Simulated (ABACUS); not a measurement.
# Ti (P6/mmm) in ABACUS: equation of state

How stiff is Ti in PBE, and what volume does it want? The cell is scaled to several volumes.

All numbers are computed with ABACUS 3.10.1; they aren't measurements. Logs are shortened: lines on timing, memory, paths and dates and some standing lists are left out, and cuts for length are marked.

## 1. Starting point

The structure is hexagonal, space group P6/mmm (No. 191). The conventional cell has a = 4.567 Å, b = 4.567 Å, c = 2.826 Å, α = 90.00°, β = 90.00°, γ = 120.00°. Ti (site symmetry -6m2) has 11 Ti at 2.64 to 2.99 Å as nearest neighbours. Ti (site symmetry 6/mmm) has 14 Ti at 2.83 to 2.99 Å as nearest neighbours.

This isn't the form of Ti at room conditions, which is hcp.

## 2. Equation of state, PBE, 16.00 Å³/atom (volume scaled by 0.94)

Input file INPUT:

```
INPUT_PARAMETERS
suffix              Ti
calculation         scf
basis_type          pw
pseudo_dir          ./
symmetry            1
dft_functional      pbe
ecutwfc             84
pseudo_rcut         10
nspin               1
nbands              22
ks_solver           dav
smearing_method     fd
smearing_sigma      0.00367493
scf_thr             1e-08
scf_nmax            100
mixing_type         broyden
mixing_beta         0.7
cal_force           1
cal_stress          1
kpar                4
```

Input file STRU:

```
ATOMIC_SPECIES
Ti 47.8670 Ti.upf

LATTICE_CONSTANT
1.8897261246

LATTICE_VECTORS
4.4741369374 0.0000000000 0.0000000000
-2.2370684687 3.8747162478 0.0000000000
0.0000000000 0.0000000000 2.7685496267

ATOMIC_POSITIONS
Direct

Ti
0.0
3
0.6666666667 0.3333333333 0.5000000000 1 1 1
0.3333333333 0.6666666667 0.5000000000 1 1 1
0.0000000000 0.0000000000 0.0000000000 1 1 1
```

Input file KPT:

```
K_POINTS
0
Gamma
7 7 9 0 0 0
```

Potentials or basis: PseudoDojo NC SR 0.4.1 PBE standard, plane waves.

Launch:

```bash
$ OMP_NUM_THREADS=1 mpirun -np 4 abacus > log
```

running log:

```text
ABACUS v3.10.1

               Atomic-orbital Based Ab-initio Computation at UStc

 ------------------------------------------------------------------------------------

 READING GENERAL INFORMATION
                           global_out_dir = OUT.Ti/
                           global_in_card = INPUT
                               pseudo_dir = ./
                              orbital_dir =
                                    DSIZE = 4
                                    GSIZE = 1

 READING UNITCELL INFORMATION
                                    ntype = 1
                  lattice constant (Bohr) = 1.88973
              lattice constant (Angstrom) = 1

 READING ATOM TYPE 1
                               atom label = Ti
                      L=0, number of zeta = 1
                      L=1, number of zeta = 1
                      L=2, number of zeta = 1
             number of atom for this type = 3

                        TOTAL ATOM NUMBER = 3
DIRECT COORDINATES
    atom                   x                   y                   z     mag                  vx                  vy                  vz
taud_Ti1            0.6666666667        0.3333333333        0.5000000000  0.0000        0.0000000000        0.0000000000        0.0000000000
taud_Ti2            0.3333333333        0.6666666667        0.5000000000  0.0000        0.0000000000        0.0000000000        0.0000000000
taud_Ti3            0.0000000000        0.0000000000        0.0000000000  0.0000        0.0000000000        0.0000000000        0.0000000000

                          Volume (Bohr^3) = 323.89
                             Volume (A^3) = 47.9955

 Lattice vectors: (Cartesian coordinate: in unit of a_0)
             +4.47414                  +0                  +0
             -2.23707            +3.87472                  +0
                   +0                  +0            +2.76855
 Reciprocal vectors: (Cartesian coordinate: in unit of 2 pi/a_0)
            +0.223507           +0.129042                  -0
                   -0           +0.258083                  -0
                   +0                  -0             +0.3612
 The esolver type has been set to : ksdft_pw

                PAO radial cut off (Bohr) = 10

 Read in pseudopotential file is Ti.upf
                     pseudopotential type = NC
          exchange-correlation functional = PBE
                 nonlocal core correction = 1
                        valence electrons = 12
                                     lmax = 2
                           number of zeta = 4
                     number of projectors = 6
                           L of projector = 0
                           L of projector = 0
                           L of projector = 1
                           L of projector = 1
                           L of projector = 2
                           L of projector = 2
     initial pseudo atomic orbital number = 30

 SETUP THE ELECTRONS NUMBER
            electron number of element Ti = 12
      total electron number of element Ti = 36
            AUTOSET number of electrons:  = 36
                           occupied bands = 18
                                   NBANDS = 22
                                   NLOCAL = 27

%%%%%%%%%%%%%%%%%%%%%%%%%%%%%%%%%%%%%%%%%%%%%%%%%%%%%%%%%%%%%%%%%%%%%%%%%%%%%%%%%%%%%%%%%%%%%%%%%%%%%%%%%%
 Warning: the number of valence electrons in pseudopotential > 4 for Ti: [Ar] 3d2 4s2
 Pseudopotentials with additional electrons can yield (more) accurate outcomes, but may be less efficient.
 If you're confident that your chosen pseudopotential is appropriate, you can safely ignore this warning.
%%%%%%%%%%%%%%%%%%%%%%%%%%%%%%%%%%%%%%%%%%%%%%%%%%%%%%%%%%%%%%%%%%%%%%%%%%%%%%%%%%%%%%%%%%%%%%%%%%%%%%%%%%

 SETUP THE PLANE WAVE BASIS
 energy cutoff for charge/potential (unit:Ry) = 336
            fft grid for charge/potential = [ 50, 50, 32 ]
                        fft grid division = [ 1, 1, 1 ]
        big fft grid for charge/potential = [ 50, 50, 32 ]
                                     nbxx = 80000
                                     nrxx = 80000

 SETUP PLANE WAVES FOR CHARGE/POTENTIAL
                    number of plane waves = 33613
                         number of sticks = 1651

 PARALLEL PW FOR CHARGE/POTENTIAL
     PROC   COLUMNS(POT)             PW
        1           1651          33613
 --------------- sum -------------------
        1           1651          33613
                            number of |g| = 1513
                                  max |g| = 30.3733
                                  min |g| = 0

----------- Double Check Mixing Parameters Begin ------------
mixing_type: broyden
mixing_beta: 0.7
mixing_gg0: 1
mixing_gg0_min: 0.1
mixing_ndim: 8
----------- Double Check Mixing Parameters End ------------
[... 31 lines left out ...]
                                       S1 = 7
                                       S3 = 2
                                       S4 = 0
                                       S6 = 2
                              POINT GROUP = D_6h
                                       C2 = 7
                                       C3 = 2
                                       C4 = 0
                                       C6 = 2
                                       S1 = 7
                                       S3 = 2
                                       S4 = 0
                                       S6 = 2
               POINT GROUP IN SPACE GROUP = D_6h

 SETUP K-POINTS
                                    nspin = 1
                   Input type of k points = Monkhorst-Pack(Gamma)
                                   nkstot = 441
                       right hand lattice = 1
(for reciprocal lattice: )
                             BRAVAIS TYPE = 4
                     BRAVAIS LATTICE NAME = 04. Hexagonal cell
                                    ibrav = 4
                       right hand lattice = 1
(for k-lattice: )
                             BRAVAIS TYPE = 4
                     BRAVAIS LATTICE NAME = 04. Hexagonal cell
                                    ibrav = 4
                       right hand lattice = 1
                        ROTATION MATRICES = 24
                               nkstot_ibz = 40
K-POINTS REDUCTION ACCORDING TO SYMMETRY
     IBZ    DIRECT_X    DIRECT_Y    DIRECT_Z  WEIGHT  ibz2bz
       1  0.00000000  0.00000000  0.00000000  0.0023       0
       2 -0.14285714  0.14285714  0.00000000  0.0136       1
       3 -0.28571429  0.28571429  0.00000000  0.0136       2
       4 -0.42857143  0.42857143  0.00000000  0.0136       3
       5 -0.14285714  0.28571429  0.00000000  0.0136       8
       6 -0.28571429  0.42857143  0.00000000  0.0272       9
[... 22 lines left out ...]
      29 -0.14285714  0.28571429  0.33333333  0.0272     155
      30 -0.28571429  0.42857143  0.33333333  0.0544     156
[... 10 further k points ...]

                               nkstot now = 40
[... K-POINTS DIRECT COORDINATES: 40 rows ...]

           k-point number in this process = 10
       minimum distributed K point number = 10
[... stars of the k points ...]

[... K-POINTS CARTESIAN COORDINATES: 10 rows ...]

[... K-POINTS DIRECT COORDINATES: 10 rows ...]

 SETUP PLANE WAVES FOR WAVE FUNCTIONS
     energy cutoff for wavefunc (unit:Ry) = 84
              fft grid for wave functions = [ 50, 50, 32 ]
                    number of plane waves = 5147
                         number of sticks = 475

 PARALLEL PW FOR WAVE FUNCTIONS
     PROC   COLUMNS(POT)             PW
        1            475           5147
 --------------- sum -------------------
        1            475           5147

 SETUP NONLOCAL PSEUDOPOTENTIALS IN PLANE WAVE BASIS
 Ti non-local projectors:
 projector 1 L=0
 projector 2 L=0
 projector 3 L=1
 projector 4 L=1
 projector 5 L=2
 projector 6 L=2
      TOTAL NUMBER OF NONLOCAL PROJECTORS = 54

 Init Non-Local PseudoPotential table :
 Init Non-Local-Pseudopotential done.

                                     npwx = 4257

 Make real space PAO into reciprocal space.
       max mesh points in Pseudopotential = 1001
     dq(describe PAO in reciprocal space) = 0.01
                                    max q = 1104

 number of pseudo atomic orbitals for Ti is 4
WARNING: norm of atomic wavefunction # 3 of atomic type Ti is 0.999984, renormalized
WARNING: norm of atomic wavefunction # 4 of atomic type Ti is 0.999619, renormalized

 -------------------------------------------
[... 5 lines left out ...]

 Notice: Threshold on eigenvalues was too large.
 hsover_error=0.36 > DRHO=0.159072
 Origin diag ethr = 0.01
 New diag ethr = 0.000441865

 Density error is 0.149547893775
                          Error Threshold = 0.000441865387267
----------------------------------------------------------
     Energy           Rydberg                 eV
----------------------------------------------------------
 E_KohnSham     -356.0698390267      -4844.5786967054
 E_Harris       -360.3967035663      -4903.4487089187
 E_Fermi        1.1102090209         15.1051686556
----------------------------------------------------------
[... 111 lines left out ...]
 Density error is 5.45567387197e-09
                          Error Threshold = 2.69748095669e-10
----------------------------------------------------------
     Energy           Rydberg                 eV
----------------------------------------------------------
 E_KohnSham     -356.1268355440      -4845.3541741078
 E_KS(sigma->0) -356.1260294089      -4845.3432060766
 E_Harris       -356.1275957866      -4845.3645177392
 E_band         -31.0411626848       -422.3366850587
 E_one_elec     -111.6910684032      -1519.6349459910
 E_Hartree      69.6893752925        948.1725940388
 E_xc           -52.5594806164       -715.1084203035
 E_Ewald        -261.5640495467      -3558.7614657897
 E_entropy(-TS) -0.0016122703        -0.0219360625
 E_descf        0.0000000000         0.0000000000
 E_exx          0.0000000000         0.0000000000
 E_Fermi        1.0755960441         14.6342349464
----------------------------------------------------------

 charge density convergence is achieved
 final etot is -4845.3541741 eV
 EFERMI = 14.634234946 eV

 STATE ENERGY(eV) AND OCCUPATIONS    NSPIN == 1
 1/10 kpoint (Cartesian) = 0.0000 0.0000 0.0000 (4251 pws)
       1       -42.0870     0.00453515
       2       -41.8358     0.00453515
       3       -41.6342     0.00453515
       4       -18.4465     0.00453515
       5       -18.4465     0.00453515
       6       -18.3933     0.00453515
[... 134 lines left out ...]
      21        15.3974    1.28001e-08
      22        15.9062    4.87397e-13

[... levels at 4 further k points ...]

------------------------------------------------------------------------------------------
 TOTAL-FORCE (eV/Angstrom)
------------------------------------------------------------------------------------------
                       Ti1         0.0000000000         0.0000000000         0.0000000000
                       Ti2         0.0000000000         0.0000000000         0.0000000000
                       Ti3         0.0000000000         0.0000000000         0.0000000000
------------------------------------------------------------------------------------------

----------------------------------------------------------------
 TOTAL-STRESS (KBAR)
----------------------------------------------------------------
        87.9786251442         0.0000000000        -0.0000000000
         0.0000000000        87.9786251441         0.0000000000
        -0.0000000000        -0.0000000000        90.4023017250
----------------------------------------------------------------
 TOTAL-PRESSURE: 88.786517 KBAR

 --------------------------------------------
 !FINAL_ETOT_IS -4845.3541741078443010 eV
 --------------------------------------------
```

It took 44 s on 4 MPI ranks of Intel Xeon Platinum 8375C at 2.90GHz (Ice Lake), shared host; peak memory 0.44 GiB.

Results:

```yaml
Free_energy: -4845.3542 eV
Pressure: 8.9 GPa
Band_gap_on_the_k_mesh: none (metal or under the smearing width)
```

[end of part 1 of 2]
